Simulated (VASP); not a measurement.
A run of VASP 6.6.1 is set up as follows.

Contents of INCAR:

```
  PREC = Accurate
  ENCUT = 600
  EDIFF = 1E-7
  ISMEAR = 0
  SIGMA = 0.02
  LREAL = F
  LASPH = T
  NELM = 100
  ALGO = Normal
  ISIF = 3
  LWAVE = F
  LCHARG = F
  GGA = PE
  IVDW = 12
  IBRION = 2
  NSW = 40
  EDIFFG = -0.01
```

KPOINTS

```
Automatic mesh
0
Gamma
  8 8 8
```

POSCAR

```
PbF2
1.0
    0.0000000000      2.9636600000      2.9636600000
    2.9636600000      0.0000000000      2.9636600000
    2.9636600000      2.9636600000      0.0000000000
Pb F
1 2
Direct
    0.0000000000      0.0000000000      0.0000000000
    0.7500000000      0.7500000000      0.7500000000
    0.2500000000      0.2500000000      0.2500000000
```

Potentials or basis: VASP PAW PBE potentials, release 64 (Pb_d, F).

The run is started by

```sh
$ cat potpaw_PBE.64/Pb_d/POTCAR potpaw_PBE.64/F/POTCAR > POTCAR
$ mpirun -np 1 vasp_std > vasp.out
```

Problem. What does it give for the dispersion energy per atom?

Solution. -0.151 eV.

Problem. What does it give for the relaxed volume?

Solution. 17.61 Å³/atom.

Problem. What does it give for the relaxed cell?

Solution. a = 4.211 Å, b = 4.211 Å, c = 4.211 Å, α = 60.00°, β = 60.00°, γ = 60.00°.

Problem. What does it give for the space group after relaxing (to 0.05 Å)?

Solution. Fm-3m (No. 225).

Final structure:
```yaml
crystal:
  lattice:
    - [0.00000, 2.97794, 2.97794]
    - [2.97794, 0.00000, 2.97794]
    - [2.97794, 2.97794, 0.00000]
  atoms:
    - { symbol: Pb, position: [0.00000, 0.00000, 0.00000] }
    - { symbol: F, position: [0.75000, 0.75000, 0.75000] }
    - { symbol: F, position: [0.25000, 0.25000, 0.25000] }
```

 Zero-point motion and thermal expansion aren't in these numbers.
